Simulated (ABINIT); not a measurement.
# Sn (I4_1/amd) in ABINIT: further runs

One crystal, Sn, is run at these levels: HCTH407, SOGGA, LDA, PBEsol; tasks: band structure, equation of state.

Everything below comes from runs of ABINIT 10.8.3 (patched build). Logs are shortened: lines on timing, memory, paths and dates and some standing lists are left out, and cuts for length are marked. The log counts tension as positive stress, the text compression.

### 1 Starting point

Symmetry: I4_1/amd, No. 141, tetragonal system. Conventional cell: a = 5.880 Å, b = 5.880 Å, c = 3.199 Å, α = 90.00°, β = 90.00°, γ = 90.00°. Sn (site symmetry -4m2) has 6 Sn at 3.05 to 3.20 Å as nearest neighbours.

### 2 Band structure, HCTH407

run.abi reads:

```
# Datasets: ground state, then fixed potential
ndtset 2

# Pseudopotentials
pp_dirpath "./"
pseudos "Sn.GGA_PBE-JTH.xml"

# Structure
acell 3*1.0 Angstrom
rprim
    -2.9401404553     2.9401404553     1.5993019889
     2.9401404553    -2.9401404553     1.5993019889
     2.9401404553     2.9401404553    -1.5993019889
ntypat 1
znucl 50
natom 2
typat 1 1
xcart
     0.0000000000     0.0000000000     0.0000000000
     0.0000000000     5.5560602284     1.5111213748

# Plane-wave basis
ecut 408.170794 eV
pawecutdg 30.0

# Exchange and correlation
ixc 27

# Bands and occupations
occopt 3
tsmear 0.05 eV

# SCF cycle
nstep 100

# Output
iomode 3
prtwf 0
prteig 0
prtebands 0
prtden1 1

# Dataset 1
kptopt1 1
ngkpt1 9 9 9
nshiftk1 1
shiftk1 0.0 0.0 0.0
nband1 18
tolvrs1 1.0e-9

# Dataset 2: bands along G-X-M-G-Z-P-N-Z1-M
iscf2 -2
getden2 1
nband2 22
nbdbuf2 2
tolwfr2 1.0e-12
kptopt2 -8
ndivsm2 6
prteig2 1
kptbounds2
     0.0000000000     0.0000000000     0.0000000000
     0.0000000000     0.0000000000     0.5000000000
    -0.5000000000     0.5000000000     0.5000000000
     0.0000000000     0.0000000000     0.0000000000
     0.3239715651     0.3239715651    -0.3239715651
     0.2500000000     0.2500000000     0.2500000000
     0.0000000000     0.5000000000     0.0000000000
    -0.3239715651     0.6760284349     0.3239715651
    -0.5000000000     0.5000000000     0.5000000000
```

Potentials or basis: JTH PAW PBE v2.0.

Run with:

```
abinit run.abi > log 2>&1
```

run.abo:

```text
.Version 10.8.3 of ABINIT
 DATASET    1 : space group I4_1/a m d (#141); Bravais tI (body-center tetrag.)
================================================================================
 Values of the parameters that define the memory need for DATASET  1.
     intxc =       0    ionmov =       0      iscf =       7    lmnmax =      18
     lnmax =       6     mgfft =      30  mpssoang =       3    mqgrid =    3001
     natom =       2  nloc_mem =       2    nspden =       1   nspinor =       1
    nsppol =       1      nsym =      16    n1xccc =       1    ntypat =       1
    occopt =       3   xclevel =       2
       mpw =        1049          nfft =       27000          nkpt =          75
 PAW method is used; the additional fine FFT grid is defined by:
   mgfftf=        45    nfftf =     91125
================================================================================
================================================================================

 DATASET    2 : space group I4_1/a m d (#141); Bravais tI (body-center tetrag.)
================================================================================
 Values of the parameters that define the memory need for DATASET  2.
     intxc =       0    ionmov =       0      iscf =      -2    lmnmax =      18
     lnmax =       6     mgfft =      30  mpssoang =       3    mqgrid =    3001
     natom =       2  nloc_mem =       2    nspden =       1   nspinor =       1
    nsppol =       1      nsym =      16    n1xccc =       1    ntypat =       1
    occopt =       3   xclevel =       2
       mpw =        1057          nfft =       27000          nkpt =          73
 PAW method is used; the additional fine FFT grid is defined by:
   mgfftf=        45    nfftf =     91125
================================================================================
================================================================================

--------------------------------------------------------------------------------
------------- Echo of variables that govern the present computation ------------
--------------------------------------------------------------------------------
 -outvars: echo values of preprocessed input variables --------
            acell      1.8897261259E+00  1.8897261259E+00  1.8897261259E+00 Bohr
              amu      1.18710000E+02
             ecut      1.50000000E+01 Hartree
           getden1          0
           getden2          1
             iscf1          7
             iscf2         -2
                       outvar_i_n : Printing only first  50 k-points.
              ixc          27
           jdtset        1    2
                       outvar_i_n : Printing only first  50 k-points.
           kptopt1          1
           kptopt2         -8
         kptrlatt        9    0    0      0    9    0      0    0    9
          kptrlen1     5.44003695E+01
          kptrlen2     3.00000000E+01
            natom           2
            nband1         18
            nband2         22
           nbdbuf1          0
           nbdbuf2          2
           ndtset           2
           ndivsm1          0
           ndivsm2          6
            ngfft          30      30      30
          ngfftdg          45      45      45
             nkpt1         75
             nkpt2         73
            nstep         100
             nsym          16
           ntypat           1
                       prtocc : prtvol=0, do not print more k-points.
           occopt           3
        pawecutdg      3.00000000E+01 Hartree
         pawxcdev           0
        prtebands           0
           prteig1          0
           prteig2          1
            prtwf           0
            rprim     -2.9401404553E+00  2.9401404553E+00  1.5993019889E+00
                       2.9401404553E+00 -2.9401404553E+00  1.5993019889E+00
                       2.9401404553E+00  2.9401404553E+00 -1.5993019889E+00
           shiftk1     0.00000000E+00  0.00000000E+00  0.00000000E+00
           shiftk2     5.00000000E-01  5.00000000E-01  5.00000000E-01
          spgroup         141
           tolvrs1     1.00000000E-09
           tolvrs2     0.00000000E+00
[... 255 lines left out ...]
  8.34E-13  6.95E-13  2.30E-13  7.45E-13  6.11E-13  4.65E-13  4.44E-13  2.23E-13
  6.34E-13  5.93E-13  5.93E-13  2.93E-13  5.91E-13  4.66E-13  2.58E-13  2.54E-13
  1.81E-13  6.79E-13  1.73E-13  7.63E-13  7.28E-11  1.35E-06
 -6.0175E-01 -5.9953E-01 -5.9797E-01 -5.9771E-01 -5.9316E-01 -5.9316E-01
 -5.9282E-01 -5.9282E-01 -5.8999E-01 -5.8614E-01 -1.7740E-01  8.6177E-02
  1.5508E-01  1.5508E-01  3.4462E-01  4.4998E-01  4.4998E-01  4.7041E-01
  4.7477E-01  5.8230E-01  6.1012E-01  6.3260E-01
 Non-SCF case, kpt    2 (  0.00000  0.00000  0.06250), residuals and eigenvalues=
  6.44E-13  3.16E-13  8.43E-13  3.52E-13  2.24E-13  7.83E-13  4.67E-13  4.06E-13
  2.73E-13  2.89E-13  9.63E-13  4.23E-13  5.74E-13  5.91E-13  1.40E-13  7.96E-13
[... 559 lines left out ...]
  8.83E-13  6.31E-13  3.88E-13  1.15E-13  8.75E-14  5.44E-13  6.45E-13  2.47E-13
  5.58E-13  9.08E-13  6.51E-13  5.58E-13  6.81E-13  2.37E-05
 -5.9979E-01 -5.9970E-01 -5.9359E-01 -5.9358E-01 -5.9317E-01 -5.9314E-01
 -5.9314E-01 -5.9291E-01 -5.9271E-01 -5.9271E-01 -5.1803E-02 -4.9975E-02
  5.7724E-02  5.7724E-02  3.6756E-01  4.4973E-01  5.5988E-01  5.5988E-01
  6.6526E-01  6.8704E-01  6.8704E-01  7.2982E-01
 Non-SCF case, kpt   73 ( -0.50000  0.50000  0.50000), residuals and eigenvalues=
  3.84E-13  2.30E-13  6.84E-13  3.11E-13  4.79E-13  2.83E-13  2.94E-13  5.24E-13
  3.08E-13  5.84E-13  6.30E-13  5.82E-13  4.04E-13  7.52E-13  2.53E-13  2.90E-13
  8.62E-14  1.66E-13  7.50E-13  8.42E-13  1.43E-12  9.42E-13
 -5.9985E-01 -5.9985E-01 -5.9338E-01 -5.9338E-01 -5.9330E-01 -5.9330E-01
 -5.9307E-01 -5.9307E-01 -5.9267E-01 -5.9267E-01 -5.1852E-02 -5.1850E-02
  5.6605E-02  5.6605E-02  4.1003E-01  4.1003E-01  5.6030E-01  5.6030E-01
  6.9345E-01  6.9345E-01  7.0034E-01  7.0034E-01

--- !ResultsGS
iteration_state: {dtset: 2, }
comment   : Summary of ground state results
lattice_vectors:
- [ -5.5560602,   5.5560602,   3.0222428, ]
- [  5.5560602,  -5.5560602,   3.0222428, ]
- [  5.5560602,   5.5560602,  -3.0222428, ]
lattice_lengths: [   8.41864,    8.41864,    8.41864, ]
lattice_angles: [ 97.405,  97.405, 137.923, ] # degrees, (23, 13, 12)
lattice_volume:   3.7318418E+02
convergence: {deltae:  0.000E+00, res2:  0.000E+00, residm:  9.987E-13, diffor:  0.000E+00, }
etotal    :  -1.40646266E+02
entropy   :   0.00000000E+00
fermie    :   2.26385619E-01
cartesian_stress_tensor: null
pressure_GPa: null
xred      :
- [ -2.5623E-10,  -8.4400E-11,  -1.7183E-10, Sn]
- [  7.5000E-01,   2.5000E-01,   5.0000E-01, Sn]
cartesian_forces: null
force_length_stats: {min: null, max: null, mean: null, }
...

 Integrated electronic density in atomic spheres:
 ------------------------------------------------
 Atom  Sphere_radius  Integrated_density
    1        2.51086         11.93184035
    2        2.51086         11.93089723

================================================================================

 ----iterations are completed or convergence reached----

 Mean square residual over all n,k,spin=   51.307E-14; max=  99.873E-14
 reduced coordinates (array xred) for    2 atoms
      -0.000000000256     -0.000000000084     -0.000000000172
       0.749999999744      0.249999999916      0.499999999828

 cartesian coordinates (angstrom) at end:
    1     -0.00000000000000    -0.00000000101041    -0.00000000026996
    2      0.00000000000000     2.94014045428959     0.79965099418004
 length scales=  1.889726125908  1.889726125908  1.889726125908 bohr
              =  1.000000000000  1.000000000000  1.000000000000 angstroms
 Eigenvalues (hartree) for nkpt=  73  k points:
 kpt#   1, nband= 22, wtk=  1.00000, kpt=  0.0000  0.0000  0.0000 (reduced coord)
  -0.60175   -0.59953   -0.59797   -0.59771   -0.59316   -0.59316   -0.59282   -0.59282
  -0.58999   -0.58614   -0.17740    0.08618    0.15508    0.15508    0.34462    0.44998
   0.44998    0.47041    0.47477    0.58230    0.61012    0.63260
 kpt#   2, nband= 22, wtk=  1.00000, kpt=  0.0000  0.0000  0.0625 (reduced coord)
  -0.60165   -0.59955   -0.59788   -0.59778   -0.59321   -0.59311   -0.59279   -0.59278
  -0.59005   -0.58624   -0.17614    0.07534    0.15657    0.16371    0.35034    0.43553
   0.44273    0.47314    0.47479    0.59054    0.60848    0.62337
 kpt#   3, nband= 22, wtk=  1.00000, kpt=  0.0000  0.0000  0.1250 (reduced coord)
  -0.60135   -0.59960   -0.59797   -0.59763   -0.59335   -0.59295   -0.59271   -0.59266
  -0.59023   -0.58656   -0.17235    0.05208    0.16105    0.18065    0.36716    0.40929
   0.42442    0.46878    0.47500    0.60264    0.61151    0.61199
 kpt#   4, nband= 22, wtk=  1.00000, kpt=  0.0000  0.0000  0.1875 (reduced coord)
  -0.60087   -0.59966   -0.59825   -0.59724   -0.59359   -0.59272   -0.59261   -0.59246
  -0.59052   -0.58705   -0.16604    0.02525    0.16848    0.19813    0.38023    0.39401
   0.40080    0.46293    0.47002    0.59517    0.60120    0.64052
 kpt#   5, nband= 22, wtk=  1.00000, kpt=  0.0000  0.0000  0.2500 (reduced coord)
[... 261 lines left out ...]
  -0.59273   -0.59193   -0.04619   -0.04028    0.06661    0.06661    0.28340    0.48614
   0.55077    0.55077    0.63801    0.64676    0.64676    0.70451
 kpt#  71, nband= 22, wtk=  1.00000, kpt= -0.4560  0.5440  0.4560 (reduced coord)
  -0.59951   -0.59939   -0.59379   -0.59373   -0.59333   -0.59333   -0.59295   -0.59282
  -0.59282   -0.59245   -0.04989   -0.04613    0.06107    0.06107    0.32496    0.47967
   0.55770    0.55770    0.63925    0.66754    0.66754    0.72485
 kpt#  72, nband= 22, wtk=  1.00000, kpt= -0.4780  0.5220  0.4780 (reduced coord)
  -0.59979   -0.59970   -0.59359   -0.59358   -0.59317   -0.59314   -0.59314   -0.59291
  -0.59271   -0.59271   -0.05180   -0.04997    0.05772    0.05772    0.36756    0.44973
   0.55988    0.55988    0.66526    0.68704    0.68704    0.72982
 kpt#  73, nband= 22, wtk=  1.00000, kpt= -0.5000  0.5000  0.5000 (reduced coord)
  -0.59985   -0.59985   -0.59338   -0.59338   -0.59330   -0.59330   -0.59307   -0.59307
  -0.59267   -0.59267   -0.05185   -0.05185    0.05661    0.05661    0.41003    0.41003
   0.56030    0.56030    0.69345    0.69345    0.70034    0.70034

== END DATASET(S) ==============================================================
================================================================================

 -outvars: echo values of variables after computation  --------
            acell      1.8897261259E+00  1.8897261259E+00  1.8897261259E+00 Bohr
           etotal1    -1.4064626575E+02
            fcart1    -2.1517665920E-26 -1.7155976882E-26 -2.6728282052E-27
                       2.1517665920E-26  1.7155976882E-26  2.6728282052E-27
            rprim     -2.9401404553E+00  2.9401404553E+00  1.5993019889E+00
                       2.9401404553E+00 -2.9401404553E+00  1.5993019889E+00
                       2.9401404553E+00  2.9401404553E+00 -1.5993019889E+00
           strten1    -8.6996195633E-05 -8.6996195633E-05 -8.4136360469E-05
                       0.0000000000E+00  0.0000000000E+00  0.0000000000E+00
           xangst     -8.1605290673E-17 -1.0104140847E-09 -2.6996075807E-10
                       4.0046156689E-17  2.9401404543E+00  7.9965099418E-01
             xred     -2.5623047781E-10 -8.4399570666E-11 -1.7183093490E-10
                       7.4999999974E-01  2.4999999992E-01  4.9999999983E-01
 Calculation completed.
```

It took 82 s on 1 thread of Arm Neoverse V2, shared host; peak memory 0.13 GiB.

Results:

- Free energy: -3827.1799 eV
- Band gap on the k mesh: none (metal or under the smearing width)
- Valence electrons inside the program's atomic spheres: Sn 11.93 (radii [1.3287] Å)

Levels at the corners of the path, in eV from the Fermi level:
| point | band 10 | band 11 | band 12 | band 13 | band 14 | band 15 | band 16 | band 17 | band 18 | band 19 |
| --- | --- | --- | --- | --- | --- | --- | --- | --- | --- | --- |
| Γ | -22.11 | -10.99 | -3.82 | -1.94 | -1.94 | 3.22 | 6.08 | 6.08 | 6.64 | 6.76 |
| X | -22.23 | -8.81 | -8.81 | 0.56 | 0.56 | 1.56 | 1.56 | 5.95 | 5.95 | 9.46 |
| M | -22.29 | -7.57 | -7.57 | -4.62 | -4.62 | 5.00 | 5.00 | 9.09 | 9.09 | 12.71 |
| Γ | -22.11 | -10.99 | -3.82 | -1.94 | -1.94 | 3.22 | 6.08 | 6.08 | 6.64 | 6.76 |
| Z | -22.18 | -6.56 | -5.61 | -2.91 | -2.79 | -2.79 | 2.90 | 5.51 | 5.51 | 8.70 |
| P | -22.21 | -6.01 | -6.01 | -3.40 | -3.40 | 3.47 | 3.47 | 3.83 | 3.83 | 6.82 |
| N | -22.17 | -6.94 | -5.34 | -2.36 | -1.66 | -1.10 | 2.39 | 2.79 | 4.54 | 7.21 |
| Z1 | -22.18 | -6.56 | -5.61 | -2.91 | -2.79 | -2.79 | 2.90 | 5.51 | 5.51 | 8.70 |
| M | -22.29 | -7.57 | -7.57 | -4.62 | -4.62 | 5.00 | 5.00 | 9.09 | 9.09 | 12.71 |

Caveat: the cutoff is too short for stress, so the log's stress isn't used; the PAW data sets were made with another functional, which shifts forces and pressure a little; spin-orbit coupling is left out, which moves the levels of the heavy elements.

### 3 Band structure, SOGGA

run.abi: that of step 2 with these lines changed.

```diff
@@ -8,7 +8,7 @@
 # Structure
-acell 3*1.0 Angstrom
+acell 8.4186437008 8.4186437008 8.4186437008
 rprim
-    -2.9401404553     2.9401404553     1.5993019889
-     2.9401404553    -2.9401404553     1.5993019889
-     2.9401404553     2.9401404553    -1.5993019889
+    -0.6599709438     0.6599709438     0.3589940205
+     0.6599709438    -0.6599709438     0.3589940205
+     0.6599709438     0.6599709438    -0.3589940205
 ntypat 1
@@ -19,3 +19,3 @@
      0.0000000000     0.0000000000     0.0000000000
-     0.0000000000     5.5560602284     1.5111213748
+     0.0000000000     2.9401404553     0.7996509944 Angstrom
 
@@ -26,3 +26,3 @@
 # Exchange and correlation
-ixc 27
+ixc -150130
 
@@ -40,3 +40,7 @@
 prtebands 0
+enunit 1
 prtden1 1
+prtvha1 1
+prtvclmb1 1
+prtpot1 1
 
@@ -57,3 +61,3 @@
 kptopt2 -8
-ndivsm2 6
+ndivsm2 5
 prteig2 1
```

Potentials or basis: JTH PAW PBE v2.0.

Run with:

```
abinit run.abi > log 2>&1
```

run.abo:

```text
.Version 10.8.3 of ABINIT
 DATASET    1 : space group I4_1/a m d (#141); Bravais tI (body-center tetrag.)
================================================================================
 Values of the parameters that define the memory need for DATASET  1.
     intxc =       0    ionmov =       0      iscf =      17    lmnmax =      18
     lnmax =       6     mgfft =      30  mpssoang =       3    mqgrid =    3001
     natom =       2  nloc_mem =       2    nspden =       1   nspinor =       1
    nsppol =       1      nsym =      16    n1xccc =       1    ntypat =       1
    occopt =       3   xclevel =       2
       mpw =        1049          nfft =       27000          nkpt =          75
 PAW method is used; the additional fine FFT grid is defined by:
   mgfftf=        45    nfftf =     91125
================================================================================
================================================================================

 DATASET    2 : space group I4_1/a m d (#141); Bravais tI (body-center tetrag.)
[... 1094 lines left out ...]
  15.32352   15.32352   18.53437   18.53437   19.10599   19.10600

== END DATASET(S) ==============================================================
================================================================================

 -outvars: echo values of variables after computation  --------
            acell      8.4186437008E+00  8.4186437008E+00  8.4186437008E+00 Bohr
           etotal1    -1.3931013006E+02
            fcart1    -5.8155853874E-28 -1.4538963469E-27 -3.7419594901E-27
                       5.8155853874E-28  1.4538963469E-27  3.7419594901E-27
            rprim     -6.5997094380E-01  6.5997094380E-01  3.5899402050E-01
                       6.5997094380E-01 -6.5997094380E-01  3.5899402050E-01
                       6.5997094380E-01  6.5997094380E-01 -3.5899402050E-01
           strten1     8.4398526642E-05  8.4398526642E-05  9.8016194039E-05
                       0.0000000000E+00  0.0000000000E+00  0.0000000000E+00
           xangst     -1.5293439565E-26  9.2233204671E-10  2.8369768032E-10
                       5.9401737171E-16  2.9401404544E+00  7.9965099412E-01
             xred      2.4554591693E-10  8.8694218636E-11  1.5685169830E-10
                       7.5000000025E-01  2.5000000009E-01  5.0000000016E-01
 Calculation completed.
```

Wall time 60 s (1 thread of Arm Neoverse V2, shared host); peak memory 0.14 GiB.

What came out:

| Property | Result |
| --- | --- |
| Free energy | -3790.8218 eV |
| Band gap on the k mesh | none (metal or under the smearing width) |
| Valence electrons inside the program's atomic spheres | Sn 11.88 (radii [1.3287] Å) |

Levels at the corners of the path, in eV from the Fermi level:
```csv
point,band 10,band 11,band 12,band 13,band 14,band 15,band 16,band 17,band 18,band 19
Γ,-21.01,-11.02,-3.68,-1.95,-1.95,2.86,6.14,6.14,6.78,6.88
X,-21.14,-8.81,-8.81,0.59,0.59,1.49,1.49,5.96,5.96,9.41
M,-21.20,-7.50,-7.50,-4.77,-4.77,4.99,4.99,9.24,9.24,12.45
Γ,-21.01,-11.02,-3.68,-1.95,-1.95,2.86,6.14,6.14,6.78,6.88
Z,-21.10,-6.44,-5.54,-3.02,-2.89,-2.89,3.00,5.48,5.48,8.33
P,-21.11,-5.93,-5.93,-3.50,-3.50,3.55,3.55,3.87,3.87,6.65
N,-21.07,-6.86,-5.36,-2.33,-1.68,-1.11,2.18,2.80,4.60,7.06
Z1,-21.10,-6.44,-5.54,-3.02,-2.89,-2.89,3.00,5.48,5.48,8.33
M,-21.20,-7.50,-7.50,-4.77,-4.77,4.99,4.99,9.24,9.24,12.45
```

Caveat: the cutoff is too short for stress, so the log's stress isn't used; the PAW data sets were made with another functional, which shifts forces and pressure a little; spin-orbit coupling is left out, which moves the levels of the heavy elements.

[end of part 1 of 2]
